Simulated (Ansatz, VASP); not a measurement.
# Cross-check of InGa7P8 (random alloy of the zinc-blende GaP-InP line, x = 0.125) between VASP and Ansatz, part 2 of 2

One calculation is typed for both programs; each brings its own data sets. How far apart do they land? The cell is taken from a series of runs on this material, whose earlier steps may have relaxed, scaled, displaced or heated it; both programs get it as it stands.

VASP 6.6.1 and Ansatz 0.2.0.

So far, gap on the k-mesh: step 4 (differences) 1.27.

## Step 5: VASP: single point, PBE, pair 2

Level of this step: PBE; plane waves and PAW (Ga_d, P, In_d) (VASP).

With cell and atoms fixed, the geometry can't cause a difference; cores, projectors, grids and the points listed under the comparison can. The cell compared in this pair holds 1382.19 Å³, against 1379.68 Å³ for the pair before.

INCAR

```
SYSTEM = InGa7P8
PREC = Accurate
ENCUT = 500
EDIFF = 1E-06
NELM = 120
ISMEAR = -1
SIGMA = 0.025
LREAL = Auto
ALGO = Normal
GGA = PE
NBANDS = 336
LORBIT = 11
LWAVE = .FALSE.
LCHARG = .FALSE.
ISIF = 2
LASPH = .TRUE.
GGA_COMPAT = .FALSE.
EFERMI = MIDGAP
NCORE = 2
```

POSCAR

```
InGa7P8
1.0
   11.1340200000      0.0017300000      0.0008300000
    0.0017300000     11.1430400000      0.0000100000
    0.0008300000      0.0000100000     11.1406600000
Ga P In
28 32 4
Direct
    0.9997500000      0.9999800000      0.9998300000
    0.9997400000      0.2474800000      0.2486300000
    0.2502200000      0.9999600000      0.2502200000
    0.2480900000      0.2453200000      0.0023500000
    0.0022700000      0.9979600000      0.4997100000
    0.0000400000      0.2483000000      0.7529000000
    0.2476900000      0.9979800000      0.7504500000
    0.2479300000      0.2460800000      0.4976500000
    0.9963500000      0.5003200000      0.0005900000
    0.9980800000      0.7521200000      0.2494000000
    0.2500900000      0.7541900000      0.0002400000
    0.9977500000      0.5024600000      0.5002900000
    0.9983000000      0.7525300000      0.7494800000
    0.2501000000      0.7549000000      0.5000000000
    0.4998600000      0.9979800000      0.0024200000
    0.5001900000      0.2482900000      0.2472400000
    0.7504300000      0.9980100000      0.2477600000
    0.7523200000      0.2504800000      0.0022100000
    0.4983900000      0.9958100000      0.4982600000
    0.7518000000      0.9958800000      0.7519300000
    0.5047900000      0.5026500000      0.0021600000
    0.5023900000      0.7528500000      0.2504200000
    0.7499200000      0.5025400000      0.2480800000
    0.7503900000      0.7507700000      0.0001600000
    0.5020200000      0.5048900000      0.4972600000
    0.5022200000      0.7521200000      0.7508400000
    0.7527900000      0.5049700000      0.7526800000
    0.7502700000      0.7502600000      0.5000200000
    0.1246500000      0.1233200000      0.1262400000
    0.1164700000      0.3681900000      0.3810900000
    0.3755000000      0.1239500000      0.3738600000
    0.3812200000      0.3683600000      0.1165200000
    0.1248200000      0.1241600000      0.6261400000
    0.1193000000      0.3682600000      0.8835500000
    0.3674500000      0.1165400000      0.8819200000
    0.3752300000      0.3754100000      0.6099100000
    0.1183100000      0.6321300000      0.1181800000
    0.1258600000      0.8751700000      0.3735900000
    0.3807400000      0.6348700000      0.3805100000
    0.3751200000      0.8751800000      0.1272000000
    0.1183600000      0.6343000000      0.6176700000
    0.1237100000      0.8750500000      0.8743000000
    0.3821200000      0.6321000000      0.8822600000
    0.3743000000      0.8751900000      0.6266400000
    0.6262800000      0.1241100000      0.1246900000
    0.6189400000      0.3822400000      0.3666000000
    0.8817200000      0.1164900000      0.3675800000
    0.8752000000      0.3752100000      0.1273500000
    0.6260300000      0.1099900000      0.6246400000
    0.6334700000      0.3823400000      0.8810800000
    0.8738700000      0.1240500000      0.8753000000
    0.8812900000      0.3823000000      0.6335900000
    0.6264000000      0.6279900000      0.1261100000
    0.6266000000      0.8752800000      0.3742400000
    0.8740600000      0.6255300000      0.3739400000
    0.8744100000      0.8752600000      0.1236900000
    0.6262200000      0.6255600000      0.6261600000
    0.6259100000      0.8751800000      0.8766100000
    0.8758400000      0.6279600000      0.8755800000
    0.8752300000      0.8752300000      0.6245200000
    0.2500300000      0.4999600000      0.2500900000
    0.2482200000      0.5021100000      0.7501300000
    0.5000400000      0.2486500000      0.7520500000
    0.7521300000      0.2506800000      0.4981300000
```

KPOINTS

```
Automatic mesh
0
Gamma
1 1 1
0 0 0
```

The projector-augmented-wave data sets are Ga_d, P and In_d (PBE family, release 64).

On the command line:

```sh
$ mpirun -np 8 vasp_gam
```

Numbers of over 12 decimals in the logs are rounded to 6 here.

The log of the run:

```text
[... set-up lines as in an earlier step ...]
 entering main loop
       N       E                     dE             d eps       ncg     rms          rms(c)
DAV:   1     0.102898088618E+05    0.10290E+05   -0.22755E+05   720   0.281E+03
DAV:   2     0.255272695264E+04   -0.77371E+04   -0.74619E+04   672   0.816E+02
DAV:   3     0.115371774284E+03   -0.24374E+04   -0.22879E+04   816   0.292E+02
DAV:   4    -0.255455338238E+03   -0.37083E+03   -0.34669E+03   776   0.106E+02
[...]
DAV:  17    -0.283937207877E+03   -0.14991E-05   -0.11136E-05   616   0.340E-02    0.549E-03
DAV:  18    -0.283937209266E+03   -0.13895E-05   -0.74236E-06   648   0.162E-02    0.293E-03
DAV:  19    -0.283937209504E+03   -0.23788E-06   -0.55851E-06   552   0.855E-03
   1 F= -.28393721E+03 E0= -.28393721E+03  d E =-.365457E-10
```

OUTCAR, selected parts (step 5):

```text
  Total       -0.2570548     -0.3228068     -0.2549182     -0.0157877     -0.0046534      0.0006929
  in kB       -0.2979680     -0.3741852     -0.2954914     -0.0183005     -0.0053941      0.0008032
  external PRESSURE =      -0.3225482 kB  Pullay stress =       0.0000000 kB

 POSITION                                       TOTAL-FORCE (eV/Angst)
 -----------------------------------------------------------------------------------
     11.13380     11.14456     11.13961         0.001884      0.001446      0.002181
     11.13176      2.75941      2.77073         0.000635     -0.000917      0.001330
      2.78789     11.14303      2.78783         0.000380      0.001139     -0.002935
      2.76267      2.73404      0.02639        -0.001596     -0.001497     -0.000530
      0.02742     11.12032      5.56711        -0.000207      0.002012     -0.001476
      0.00150      2.76682      8.38781         0.000781      0.002130      0.000186
      2.76013     11.12097      8.36072         0.001564     -0.000465      0.001017
      2.76130      2.74251      5.54436        -0.000691      0.003806      0.000253
     11.09425      5.57681      0.00740        -0.001231      0.000221     -0.001628
     11.11415      8.38263      2.77932        -0.000392     -0.000206     -0.003162
      2.78581      8.40440      0.00289         0.000011     -0.000460     -0.001803
     11.11025      5.60066      5.57439         0.000924     -0.001140      0.003388
     11.11702      8.38721      8.35054        -0.001499     -0.002858     -0.000712
      2.78634      8.41232      5.57055        -0.000648     -0.003224      0.000669
[...]
-----------------------------------------------------------------------------------
    total drift:                               -0.010599     -0.009979      0.003009

  FREE ENERGIE OF THE ION-ELECTRON SYSTEM (eV)
  ---------------------------------------------------
  free  energy   TOTEN  =      -283.9372095039 eV

  energy  without entropy=     -283.9372095038  energy(sigma->0) =     -283.93720950

[... 1 part as in an earlier step ...]

[... 1 further part left out ...]
```

The run ends at a pressure of -0.03 GPa, with forces up to 0.011 eV/Å.

## Step 6: Ansatz: single point, PBE, pair 2

The same cell, functional, mesh and smearing now go to Ansatz, which takes its cutoff from its data sets.

The cell is taken from a series of runs on this material, whose earlier steps may have relaxed, scaled, displaced or heated it; both programs get it as it stands.

input.yaml

```yaml
crystal:
  lattice:
    - [11.13402, 0.00173, 0.00083]
    - [0.00173, 11.14304, 1.0e-05]
    - [0.00083, 1.0e-05, 11.14066]
  atoms:
    - { symbol: Ga, position: [0.99975, 0.99998, 0.99983] }
    - { symbol: P, position: [0.12465, 0.12332, 0.12624] }
    - { symbol: Ga, position: [0.99974, 0.24748, 0.24863] }
    - { symbol: P, position: [0.11647, 0.36819, 0.38109] }
    - { symbol: Ga, position: [0.25022, 0.99996, 0.25022] }
    - { symbol: P, position: [0.3755, 0.12395, 0.37386] }
    - { symbol: Ga, position: [0.24809, 0.24532, 0.00235] }
    - { symbol: P, position: [0.38122, 0.36836, 0.11652] }
    - { symbol: Ga, position: [0.00227, 0.99796, 0.49971] }
    - { symbol: P, position: [0.12482, 0.12416, 0.62614] }
    - { symbol: Ga, position: [4.0e-05, 0.2483, 0.7529] }
    - { symbol: P, position: [0.1193, 0.36826, 0.88355] }
    - { symbol: Ga, position: [0.24769, 0.99798, 0.75045] }
    - { symbol: P, position: [0.36745, 0.11654, 0.88192] }
    - { symbol: Ga, position: [0.24793, 0.24608, 0.49765] }
    - { symbol: P, position: [0.37523, 0.37541, 0.60991] }
    - { symbol: Ga, position: [0.99635, 0.50032, 0.00059] }
    - { symbol: P, position: [0.11831, 0.63213, 0.11818] }
    - { symbol: Ga, position: [0.99808, 0.75212, 0.2494] }
    - { symbol: P, position: [0.12586, 0.87517, 0.37359] }
    - { symbol: In, position: [0.25003, 0.49996, 0.25009] }
    - { symbol: P, position: [0.38074, 0.63487, 0.38051] }
    - { symbol: Ga, position: [0.25009, 0.75419, 0.00024] }
    - { symbol: P, position: [0.37512, 0.87518, 0.1272] }
    - { symbol: Ga, position: [0.99775, 0.50246, 0.50029] }
    - { symbol: P, position: [0.11836, 0.6343, 0.61767] }
    - { symbol: Ga, position: [0.9983, 0.75253, 0.74948] }
    - { symbol: P, position: [0.12371, 0.87505, 0.8743] }
    - { symbol: In, position: [0.24822, 0.50211, 0.75013] }
    - { symbol: P, position: [0.38212, 0.6321, 0.88226] }
    - { symbol: Ga, position: [0.2501, 0.7549, 0.5] }
    - { symbol: P, position: [0.3743, 0.87519, 0.62664] }
    - { symbol: Ga, position: [0.49986, 0.99798, 0.00242] }
    - { symbol: P, position: [0.62628, 0.12411, 0.12469] }
    - { symbol: Ga, position: [0.50019, 0.24829, 0.24724] }
    - { symbol: P, position: [0.61894, 0.38224, 0.3666] }
    - { symbol: Ga, position: [0.75043, 0.99801, 0.24776] }
    - { symbol: P, position: [0.88172, 0.11649, 0.36758] }
    - { symbol: Ga, position: [0.75232, 0.25048, 0.00221] }
    - { symbol: P, position: [0.8752, 0.37521, 0.12735] }
    - { symbol: Ga, position: [0.49839, 0.99581, 0.49826] }
    - { symbol: P, position: [0.62603, 0.10999, 0.62464] }
    - { symbol: In, position: [0.50004, 0.24865, 0.75205] }
    - { symbol: P, position: [0.63347, 0.38234, 0.88108] }
    - { symbol: Ga, position: [0.7518, 0.99588, 0.75193] }
    - { symbol: P, position: [0.87387, 0.12405, 0.8753] }
    - { symbol: In, position: [0.75213, 0.25068, 0.49813] }
    - { symbol: P, position: [0.88129, 0.3823, 0.63359] }
    - { symbol: Ga, position: [0.50479, 0.50265, 0.00216] }
    - { symbol: P, position: [0.6264, 0.62799, 0.12611] }
    - { symbol: Ga, position: [0.50239, 0.75285, 0.25042] }
    - { symbol: P, position: [0.6266, 0.87528, 0.37424] }
    - { symbol: Ga, position: [0.74992, 0.50254, 0.24808] }
    - { symbol: P, position: [0.87406, 0.62553, 0.37394] }
    - { symbol: Ga, position: [0.75039, 0.75077, 0.00016] }
    - { symbol: P, position: [0.87441, 0.87526, 0.12369] }
    - { symbol: Ga, position: [0.50202, 0.50489, 0.49726] }
    - { symbol: P, position: [0.62622, 0.62556, 0.62616] }
    - { symbol: Ga, position: [0.50222, 0.75212, 0.75084] }
    - { symbol: P, position: [0.62591, 0.87518, 0.87661] }
    - { symbol: Ga, position: [0.75279, 0.50497, 0.75268] }
    - { symbol: P, position: [0.87584, 0.62796, 0.87558] }
    - { symbol: Ga, position: [0.75027, 0.75026, 0.50002] }
    - { symbol: P, position: [0.87523, 0.87523, 0.62452] }
kpoints:
  mp_grid: { grid: [1, 1, 1] }
hamiltonian:
  xc: pbe
scf:
  occupations: { method: fermi_dirac, width: 0.025 }
output:
  forces: true
  stress: true
  populations: true
  dos:
    method: { smearing: { sigma: 0.08 } }
    de: 0.05
    projected: { site_lists: { Ga: [Ga], In: [In], P: [P] } }
  eigenvalues: true
  write_density: true
  write_potential: true
  volumetric_format: npy
```

On the command line:

```sh
$ ansatz run input.yaml --threads 4 --pin off --max-ram 8192MiB --backend cpu --events-out ev --progress --plain --runs-dir out
```

The log of the run:

```text
[...]
Crystal: 64 atoms, lattice volume = 1382.186 Å³
Basis set: ecut = 420 eV, 27081 PW (Γ), exchange–correlation on 150×150×150 points (8 copies of the dense FFT grid, shifted against one another)
Bands: 352, of which v1, the nominal top of the filled ones, is band 288 counted from 1 (287 counted from 0)
Symmetry: 1 space group operations
[...]
k-points: 1
[...]
--- Löwdin populations: 64 sites ---
  site symbol       q [e]
     0     Ga     12.9142
     1      P      5.0289
     2     Ga     12.9291
     3      P      5.0925
     4     Ga     12.9251
     5      P      5.0346
     6     Ga     12.9320
     7      P      5.0932
[...]
60     Ga     12.9306
    61      P      5.0288
    62     Ga     12.9151
    63      P      5.0296
  spilling = 0.002590 (of n_electrons = 576.000000)
[key lines of the parts left out:]
SCF converged after 8 iterations
Free energy (F): -152518.395274 eV
Fermi energy:    7.349903 eV
P = ⅓ Tr σ = 0.0028 GPa (0.028 kbar)
```

## Step 7: Differences

What differs besides the data sets and the points named for the pairs above, as far as they apply: the cutoff is 420 eV in Ansatz and 500 eV in VASP (PREC = Accurate, projectors in real space). Total energies have different zeros and are not compared.

Both answers:

| quantity | Ansatz | VASP | difference |
| --- | --- | --- | --- |
| pressure (GPa) | 0.00 | -0.03 | +0.04 |
| gap on the k mesh (eV) | 1.279 | 1.275 | +0.004 |

The largest component of a force difference here is 9 meV/Å. A gap on the mesh is an upper bound, since the band edges may lie between its points.

## Step 8: Results

- r.m.s. force difference (single point, PBE, pair 1): 0.61 % of the r.m.s. force
- difference in gap on the k mesh (single point, PBE, pair 2): 0.0039 eV

In words: The r.m.s. force difference is 0.61 % of the r.m.s. force (single point, PBE, pair 1), within the 3 % picked in this series as the mark of a large difference. Such differences can come from data sets, numerical settings and the points named under the comparisons, not from the functional's error against experiment.

[Lines on the potential files, build, host, timing and source positions are cut from VASP's logs without a mark.]

[Logs are printed without paths, hosts, clocks, repeated set-up lines and the standing remarks that a program may print on its own settings, such as how far it seeks lower states.]

[Hosts, paths, dates, database ids (printed as entryN), source tags and the programs' standing remarks are cut or masked in the printed files.]
